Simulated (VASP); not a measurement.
# CoO (Fm-3m) in VASP: further runs

The runs below take CoO through relaxation of cell and atoms, with LDA.

Everything below comes from runs of VASP 6.6.1. Logs are shortened: lines on timing, memory, paths and dates and some standing lists are left out, and cuts for length are marked.

## Step 1: Starting point

Symmetry: Fm-3m, No. 225, cubic system. The conventional cell has a = 4.263 Å, b = 4.263 Å, c = 4.263 Å, α = 90.00°, β = 90.00°, γ = 90.00°. Co (site symmetry m-3m) has 6 O at 2.13 Å as nearest neighbours. Around O (site symmetry m-3m) lie 6 Co at 2.13 Å.

## Step 2: Relaxation of cell and atoms, LDA, collinear spin, ferromagnetic start, target pressure 5 GPa, at which the enthalpy is minimised

Contents of INCAR:

```
PREC = Accurate ; ENCUT = 600
EDIFF = 1E-7 ; ISMEAR = -1
SIGMA = 0.05 ; LREAL = False
LASPH = True ; NELM = 120
ALGO = Normal ; ISIF = 3
LWAVE = False ; LCHARG = False
ISPIN = 2 ; MAGMOM = 2 0
LORBIT = 11 ; LMAXMIX = 4
IBRION = 2 ; NSW = 40
EDIFFG = -0.01 ; PSTRESS = 50
```

Contents of KPOINTS:

```
regular mesh
0
Gamma
  8 8 8
```

Contents of POSCAR:

```
CoO
1.0
    0.0000000000      2.1315000000      2.1315000000
    2.1315000000      0.0000000000      2.1315000000
    2.1315000000      2.1315000000      0.0000000000
Co O
1 1
Direct
    0.0000000000      0.0000000000      0.0000000000
    0.5000000000      0.5000000000      0.5000000000
```

Potentials or basis: VASP PAW LDA potentials, release 64 (Co, O).

Started as:

```bash
cat potpaw_LDA.64/Co/POTCAR potpaw_LDA.64/O/POTCAR > POTCAR
mpirun -np 1 vasp_std > vasp.out
```

OUTCAR:

```text
PREC = Accurate
   ENCUT = 600
   EDIFF = 1E-7
   ISMEAR = -1
   LREAL = False
   LASPH = True
   NELM = 120
   ISIF = 3
   ISPIN = 2
   LORBIT = 11
   IBRION = 2
   NSW = 40
   EDIFFG = -0.01
   PSTRESS = 50

 ion  position               nearest neighbor table
   1  0.000  0.000  0.000-   2 2.13   2 2.13   2 2.13   2 2.13   2 2.13   2 2.13
   2  0.500  0.500  0.500-   1 2.13   1 2.13   1 2.13   1 2.13   1 2.13   1 2.13

  LATTYP: Found a face centered cubic cell.
 ALAT       =     4.2630000000

  Lattice vectors:

 A1 = (   0.0000000000,   2.1315000000,   2.1315000000)
 A2 = (   2.1315000000,   0.0000000000,   2.1315000000)
 A3 = (   2.1315000000,   2.1315000000,   0.0000000000)

Analysis of symmetry for initial positions (statically):
=====================================================================
 Subroutine PRICEL returns:
 Original cell was already a primitive cell.

 Routine SETGRP: Setting up the symmetry group for a
 face centered cubic supercell.

 Subroutine GETGRP returns: Found 48 space group operations
 (whereof 48 operations were pure point group operations)
 out of a pool of 48 trial point group operations.

The static configuration has the point symmetry O_h .

Analysis of symmetry for dynamics (positions and initial velocities):
=====================================================================
 Subroutine PRICEL returns:
 Original cell was already a primitive cell.

 Routine SETGRP: Setting up the symmetry group for a
 face centered cubic supercell.

 Subroutine GETGRP returns: Found 48 space group operations
 (whereof 48 operations were pure point group operations)
 out of a pool of 48 trial point group operations.

The dynamic configuration has the point symmetry O_h .

Analysis of structural, dynamic, and magnetic symmetry:
=====================================================================
 Subroutine PRICEL returns:
 Original cell was already a primitive cell.

 Routine SETGRP: Setting up the symmetry group for a
 face centered cubic supercell.

 Subroutine GETGRP returns: Found 48 space group operations
 (whereof 48 operations were pure point group operations)
 out of a pool of 48 trial point group operations.

The overall configuration has the point symmetry O_h .

 Subroutine INISYM returns: Found 48 space group operations
 (whereof 48 operations are pure point group operations),
 and found     1 'primitive' translations

----------------------------------------------------------------------------------------

                                     Primitive cell

  volume of cell :      19.3681

  direct lattice vectors                    reciprocal lattice vectors
     0.000000000  2.131500000  2.131500000    -0.234576589  0.234576589  0.234576589
[... 98 lines left out ...]
   NUPDOWN=      -1.0000    fix difference up-down
   EMIN   =  10.00;   EMAX   =-10.00  energy-range for DOS
   EFERMI =   0.00;   METHOD = LEGACY
   ISMEAR =    -1;   SIGMA  =   0.05  broadening in eV -4-tet -1-fermi 0-gaus
   EFERMI_NEDOS =   21; number of points for ismear=-14 and -15
   IALGO  =     38    algorithm
   IMIX   =      4    mixing-type and parameters
     AMIX     =   0.40;   BMIX     =  1.00
     AMIX_MAG =   1.60;   BMIX_MAG =  1.00
  volume/ion in A,a.u.               =       9.68        65.35
  Fermi-wavevector in a.u.,A,eV,Ry     =   1.503407  2.841027 30.752334  2.260233
  Thomas-Fermi vector in A             =   2.614521
   LORBIT       =     11    0 simple, 1 ext, 2 COOP (PROOUT), +10 PAW based schemes
   GGA     = CA    functional components
   LHFCALC =     F    Hartree Fock is set to
   AEXX    =    0.0000 exact exchange contribution
   IVDW    =     0    specifies the selected vdW correction
   LEPSILON=     F    determine dielectric tensor
   LRPA    =     F    only Hartree local field effects (RPA)
 conjugate gradient relaxation of ions
 spin polarized calculation
  energy-cutoff  :      600.00
  volume of cell :       19.37
 maximum number of plane-waves:       660
   NGX = 13   NGY = 13   NGZ = 13

--------------------------------------- Ionic step        1  -------------------------------------------

 number of electron      15.0000007 magnetization       2.7976145

 Free energy of the ion-electron system (eV)
  ---------------------------------------------------
  ext. energy  EPLUGINS =         0.00000000
  ---------------------------------------------------
  free energy    TOTEN  =       -14.65833299 eV

  energy without entropy =      -14.62426654  energy(sigma->0) =      -14.64129977

 E-fermi :   7.5995     XC(G=0): -12.8740

 val. band max:        7.5931834974   @ k =   0.3750   0.1250   0.0000
 cond. band min:       7.5994848045   @ k =  -0.2500   0.2500   0.0000
 fundamental gap:      0.0063013071
 Fermi energy:         7.5994676133

 spin component 1

 k-point     1 :       0.0000    0.0000    0.0000
  band No.  band energies     occupation
      1     -12.4376      1.00000
      2       4.3264      1.00000
      3       4.3264      1.00000
      4       4.3264      1.00000
      5       4.6267      1.00000
      6       4.6267      1.00000
      7       4.6267      1.00000
      8       4.6321      1.00000
      9       4.6321      1.00000
     10       8.5389      0.00000
     11      24.2193      0.00000
     12      25.5300      0.00000
[... 898 lines left out ...]
--------------------------------------- Ionic step        6  -------------------------------------------

 number of electron      14.9999998 magnetization       1.7532562

 Free energy of the ion-electron system (eV)
  ---------------------------------------------------
  ext. energy  EPLUGINS =         0.00000000
  ---------------------------------------------------
  free energy    TOTEN  =       -14.86181486 eV

  energy without entropy =      -14.83215903  energy(sigma->0) =      -14.84698695

 E-fermi :  10.1727     XC(G=0): -13.8799

 val. band max:       10.1511775527   @ k =   0.5000   0.2500   0.1250
 cond. band min:      10.1826261643   @ k =   0.2500   0.1250   0.0000
 fundamental gap:      0.0314486115
 Fermi energy:        10.1726821331

 spin component 1

 k-point     1 :       0.0000    0.0000    0.0000
  band No.  band energies     occupation
      1     -11.5993      1.00000
      2       6.0699      1.00000
      3       6.0699      1.00000
      4       6.0699      1.00000
      5       7.3830      1.00000
      6       7.3830      1.00000
      7       7.3830      1.00000
      8       7.5556      1.00000
      9       7.5556      1.00000
     10      12.2708      0.00000
     11      27.3744      0.00000
     12      29.7197      0.00000
[... 742 lines left out ...]
  energy  without entropy=      -14.8321590304  energy(sigma->0) =      -14.84698695

  enthalpy is  TOTEN    =       -14.3527219498 eV   P V=        0.5090929116

 reached required accuracy - stopping structural energy minimisation

 total charge

# of ion       s       p       d       tot
------------------------------------------
    1        0.345   0.477   7.398   8.220
    2        1.546   3.446   0.000   4.992
--------------------------------------------------
tot          1.891   3.923   7.398  13.212

 magnetization (x)

# of ion       s       p       d       tot
------------------------------------------
    1        0.017   0.015   1.560   1.592
    2        0.028   0.103   0.000   0.131
--------------------------------------------------
tot          0.045   0.118   1.560   1.723
```

OSZICAR:

```text
N       E                     dE             d eps       ncg     rms          rms(c)
DAV:   1     0.901293360790E+02    0.90129E+02   -0.78925E+03  1416   0.162E+03
DAV:   2    -0.957447115650E+01   -0.99704E+02   -0.88876E+02  1488   0.300E+02
[... 64 lines left out ...]
DAV:   2    -0.148618888646E+02    0.53452E-03   -0.15800E-03  1592   0.803E-01    0.104E-01
DAV:   3    -0.148618500767E+02    0.38788E-04   -0.28284E-04  1824   0.350E-01    0.781E-02
DAV:   4    -0.148618219507E+02    0.28126E-04   -0.55953E-05  1872   0.181E-01    0.260E-02
DAV:   5    -0.148618150552E+02    0.68955E-05   -0.10423E-05  1884   0.436E-02    0.725E-03
DAV:   6    -0.148618148874E+02    0.16782E-06   -0.49863E-07  1520   0.106E-02    0.256E-03
DAV:   7    -0.148618148614E+02    0.25993E-07   -0.81329E-08   696   0.340E-03
   6 F= -.14352722E+02 E0= -.14337894E+02  d E =-.885682E-04  mag=     1.7533
```

CONTCAR:

```text
CoO
   1.00000000000000
     0.0000000000000000    2.0129633951660195    2.0129633951660195
     2.0129633951660195    0.0000000000000000    2.0129633951660195
     2.0129633951660195    2.0129633951660195   -0.0000000000000000
  Co              O
     1     1
Direct
     1.0000000000000000    1.0000000000000000    0.0000000000000000
     0.5000000000000000    0.5000000000000000    0.5000000000000000

  0.00000000E+00  0.00000000E+00  0.00000000E+00
  0.00000000E+00  0.00000000E+00  0.00000000E+00
```

Wall time 2.5 min (1 thread of AMD EPYC, shared host); peak memory 0.12 GiB.

Results:

```yaml
Free_energy: -14.8618 eV
Relaxed_volume: 8.16 Å³/atom
Relaxed_cell: a = 2.847 Å, b = 2.847 Å, c = 2.847 Å, α = 60.00°, β = 60.00°, γ = 60.00°
Space_group_after_relaxing_to_0.05_Å: Fm-3m (No. 225)
Energy_change_on_relaxing_the_enthalpy_is_what_falls: -101.7 meV/atom
Ionic_steps: 6
Pressure_after_relaxing: 5.0 GPa
Band_gap_on_the_k_mesh: none (metal or under the smearing width)
Net_moment: 1.75 μB per cell
Site_moments: Co +1.59; O +0.13 μB
Valence_electrons_inside_the_program's_atomic_spheres: Co 8.22; O 4.99
```

Step by step:
```
step  energy change (eV)  largest force (eV/Å)  pressure (GPa)  volume (Å³)
   1              0.0000                0.0000          -20.41        19.37
   2             -0.1173                0.0000           20.84        15.37
   3             -0.2040                0.0000            4.70        16.33
   4             -0.2021                0.0000            5.70        16.27
   5             -0.2046                0.0000            4.30        16.35
   6             -0.2035                0.0000            4.99        16.31
```

Final structure:
```cif
data_structure
_symmetry_space_group_name_H-M 'P 1'
_symmetry_Int_Tables_number 1
_cell_length_a 2.8468
_cell_length_b 2.8468
_cell_length_c 2.8468
_cell_angle_alpha 60.000
_cell_angle_beta 60.000
_cell_angle_gamma 60.000
_cell_volume 16.31
loop_
_atom_site_label
_atom_site_type_symbol
_atom_site_fract_x
_atom_site_fract_y
_atom_site_fract_z
_atom_site_occupancy
Co1 Co 0.00000 0.00000 0.00000 1
O1 O 0.50000 0.50000 0.50000 1
```

Caveat: the cell is relaxed towards a set pressure, so the enthalpy falls and the energy may rise; the volume moved by over 15 % at a fixed basis, so the end points are rough; a cell with one magnetic atom can't hold antiferromagnetic order, which such compounds often take; semilocal functionals often make such compounds metallic where correlation or magnetic order opens a gap, which also shifts bond lengths. LDA usually gives volumes a few per cent too small.

## Step 3: Relaxation of cell and atoms, LDA, collinear spin, ferromagnetic start, target pressure 10 GPa, at which the enthalpy is minimised

Changes to INCAR since step 2:

```diff
@@ -9,2 +9,2 @@
 IBRION = 2 ; NSW = 40
-EDIFFG = -0.01 ; PSTRESS = 50
+EDIFFG = -0.01 ; PSTRESS = 100
```

KPOINTS is that of step 2.

POSCAR is that of step 2.

Potentials or basis: VASP PAW LDA potentials, release 64 (Co, O).

Started as:

```bash
cat potpaw_LDA.64/Co/POTCAR potpaw_LDA.64/O/POTCAR > POTCAR
mpirun -np 1 vasp_std > vasp.out
```

It took 3.4 min on 1 thread of AMD EPYC, shared host; peak memory 0.12 GiB.

The run converged. Its results:

| Quantity | Value |
| --- | --- |
| Free energy | -14.8015 eV |
| Relaxed volume | 7.71 Å³/atom |
| Relaxed cell | a = 2.794 Å, b = 2.794 Å, c = 2.794 Å, α = 60.00°, β = 60.00°, γ = 60.00° |
| Space group after relaxing (to 0.05 Å) | Fm-3m (No. 225) |
| Energy change on relaxing (the enthalpy is what falls) | -71.6 meV/atom |
| Ionic steps | 5 |
| Pressure after relaxing | 10.1 GPa |
| Band gap on the k mesh | none (metal or under the smearing width) |
| Net moment | 0.29 μB per cell |
| Site moments | Co +0.27; O +0.01 μB |
| Valence electrons inside the program's atomic spheres | Co 8.40; O 5.01 |

The path:
| step | energy change (eV) | largest force (eV/Å) | pressure (GPa) | volume (Å³) |
| --- | --- | --- | --- | --- |
| 1 | 0.0000 | 0.0000 | -20.41 | 19.37 |
| 2 | -0.0545 | 0.0000 | 28.50 | 14.66 |
| 3 | -0.1598 | 0.0000 | 5.70 | 15.75 |
| 4 | -0.1494 | 0.0000 | 8.46 | 15.53 |
| 5 | -0.1431 | 0.0000 | 10.07 | 15.42 |

Final structure:
```
Co O
1.0
     0.00000    1.97544    1.97544
     1.97544    0.00000    1.97544
     1.97544    1.97544    0.00000
Co O
1 1
Direct
  0.00000 0.00000 0.00000
  0.50000 0.50000 0.50000
```

Levels at points of the mesh, in eV from the Fermi level:
Spin up:
```
           k point  band 6  band 7  band 8  band 9  band 10  band 11
(0.00, 0.00, 0.00)   -2.14   -2.14   -1.85   -1.85     2.73    17.55
(0.50, 0.00, 0.00)   -0.79   -0.34    1.90    1.90     5.75    11.74
(0.50, 0.50, 0.00)   -1.22   -0.35   -0.35   -0.18     7.99    11.27
```
Spin down:
```csv
k point,band 3,band 4,band 5,band 6,band 7,band 8,band 9,band 10,band 11,band 12
"(0.00, 0.00, 0.00)",-4.32,-4.32,-1.96,-1.96,-1.96,-1.52,-1.52,2.78,17.55,20.50
"(0.50, 0.00, 0.00)",-7.09,-7.09,-0.58,-0.58,-0.16,2.17,2.17,5.78,11.80,15.29
"(0.50, 0.50, 0.00)",-5.77,-5.77,-3.60,-0.88,-0.13,-0.13,0.15,8.07,11.30,13.57
```

Caveat: the cell is relaxed towards a set pressure, so the enthalpy falls and the energy may rise; the volume moved by over 15 % at a fixed basis, so the end points are rough; semilocal functionals often make such compounds metallic where correlation or magnetic order opens a gap, which also shifts bond lengths. With open d or f shells a metallic result of LDA can be an artefact of self-interaction; +U or a hybrid may open a gap.

## Step 4: Relaxation of cell and atoms, LDA, collinear spin, ferromagnetic start, target pressure 20 GPa, at which the enthalpy is minimised

Changes to INCAR since step 3:

```diff
@@ -9,2 +9,2 @@
 IBRION = 2 ; NSW = 40
-EDIFFG = -0.01 ; PSTRESS = 100
+EDIFFG = -0.01 ; PSTRESS = 200
```

KPOINTS is that of step 3.

POSCAR is that of step 3.

Potentials or basis: VASP PAW LDA potentials, release 64 (Co, O).

Started as:

```bash
cat potpaw_LDA.64/Co/POTCAR potpaw_LDA.64/O/POTCAR > POTCAR
mpirun -np 1 vasp_std > vasp.out
```

OUTCAR:

```text
PREC = Accurate
   ENCUT = 600
   EDIFF = 1E-7
   ISMEAR = -1
   LREAL = False
   LASPH = True
   NELM = 120
   ISIF = 3
   ISPIN = 2
   LORBIT = 11
   IBRION = 2
   NSW = 40
   EDIFFG = -0.01
   PSTRESS = 200

 ion  position               nearest neighbor table
   1  0.000  0.000  0.000-   2 2.13   2 2.13   2 2.13   2 2.13   2 2.13   2 2.13
   2  0.500  0.500  0.500-   1 2.13   1 2.13   1 2.13   1 2.13   1 2.13   1 2.13

  LATTYP: Found a face centered cubic cell.
 ALAT       =     4.2630000000

  Lattice vectors:

 A1 = (   0.0000000000,   2.1315000000,   2.1315000000)
 A2 = (   2.1315000000,   0.0000000000,   2.1315000000)
 A3 = (   2.1315000000,   2.1315000000,   0.0000000000)

Analysis of symmetry for initial positions (statically):
[... 1155 lines left out ...]
 Free energy of the ion-electron system (eV)
  ---------------------------------------------------
  ext. energy  EPLUGINS =         0.00000000
  ---------------------------------------------------
  free energy    TOTEN  =       -14.75900459 eV

  energy without entropy =      -14.74138049  energy(sigma->0) =      -14.75019254

 E-fermi :  11.5486     XC(G=0): -14.4067

 val. band max:       11.5458178768   @ k =   0.5000   0.5000   0.0000
 cond. band min:      11.5641594864   @ k =  -0.3750   0.3750   0.1250
 fundamental gap:      0.0183416095
 Fermi energy:        11.5485820343

 spin component 1

 k-point     1 :       0.0000    0.0000    0.0000
  band No.  band energies     occupation
      1     -11.1315      1.00000
      2       7.0302      1.00000
      3       7.0302      1.00000
      4       7.0302      1.00000
      5       9.3544      1.00000
      6       9.3545      1.00000
      7       9.3545      1.00000
      8       9.7466      1.00000
      9       9.7467      1.00000
     10      14.4994      0.00000
     11      29.1337      0.00000
     12      32.2557      0.00000
[... 742 lines left out ...]
  energy  without entropy=      -14.7413804932  energy(sigma->0) =      -14.75019254

  enthalpy is  TOTEN    =       -12.8903866592 eV   P V=        1.8686179325

 reached required accuracy - stopping structural energy minimisation

 total charge

# of ion       s       p       d       tot
------------------------------------------
    1        0.370   0.543   7.569   8.482
    2        1.536   3.490   0.000   5.026
--------------------------------------------------
tot          1.906   4.033   7.569  13.508

 magnetization (x)

# of ion       s       p       d       tot
------------------------------------------
    1       -0.000   0.000  -0.000  -0.000
    2       -0.000  -0.000   0.000  -0.000
--------------------------------------------------
tot         -0.000  -0.000  -0.000  -0.000
```

CONTCAR:

```text
CoO
   1.00000000000000
     0.0000000000000000    1.9560969134300721    1.9560969134300721
     1.9560969134300721    0.0000000000000000    1.9560969134300721
     1.9560969134300721    1.9560969134300721   -0.0000000000000000
  Co              O
     1     1
Direct
     0.0000000000000000    0.0000000000000000    0.0000000000000000
     0.5000000000000000    0.5000000000000000    0.5000000000000000

  0.00000000E+00  0.00000000E+00  0.00000000E+00
  0.00000000E+00  0.00000000E+00  0.00000000E+00
```

Run time: 3.6 min. Hardware: 1 thread of AMD EPYC, shared host; peak memory 0.12 GiB.

The run converged, but a check on its numbers failed (symmetry, net force, bounds or a known fault of this set-up), so they aren't taken as properties of the crystal.

Caveat: the starting moments collapsed, and a magnetic state may lie lower; the cell is relaxed towards a set pressure, so the enthalpy falls and the energy may rise; the volume moved by over 15 % at a fixed basis, so the end points are rough; semilocal functionals often make such compounds metallic where correlation or magnetic order opens a gap, which also shifts bond lengths.

## Step 5: For comparison

An earlier run on the cell as given: functional PBE; potentials or basis VASP PAW PBE potentials, release 64 (Co, O); cutoff 520 eV; k mesh 11 × 11 × 11; occupations fermi-dirac, width 0.05 eV; collinear spin, ferromagnetic start; starting moments [2.0, 0.0] μB.

* Pressure: -2.4 GPa
* Band gap on the k mesh: none (metal or under the smearing width)
* Net moment: 2.90 μB per cell
* Site moments: Co +2.55; O +0.29 μB
* Valence electrons inside the program's atomic spheres: Co 7.79; O 4.98

## Step 6: Overview

```tsv
task	level	potentials or basis	cell	k mesh	cutoff (eV)	target pressure	gap on the mesh (eV)	pressure (GPa)	moment (μB)
relaxation of cell and atoms	LDA	VASP PAW LDA potentials, release 64 (Co, O)	relaxed to 5 GPa	8 × 8 × 8	600	5 GPa	none	5.0	1.75
relaxation of cell and atoms	LDA	VASP PAW LDA potentials, release 64 (Co, O)	relaxed to 10 GPa	8 × 8 × 8	600	10 GPa	none	10.1	0.29
single point	PBE	VASP PAW PBE potentials, release 64 (Co, O)	as given	11 × 11 × 11	520	-	none	-2.4	2.90
```

Alike in all rows: spin collinear, ferromagnetic start; smearing fermi-dirac 0.05 eV.

Caveats: semilocal functionals often make such compounds metallic where correlation or magnetic order opens a gap, which also shifts bond lengths; the cell is relaxed towards a set pressure, so the enthalpy falls and the energy may rise (some runs); the volume moved by over 15 % at a fixed basis, so the end points are rough (some runs); a cell with one magnetic atom can't hold antiferromagnetic order, which such compounds often take (some runs).

Total energies depend on the potentials used, so only differences within one code and one set of settings carry meaning.
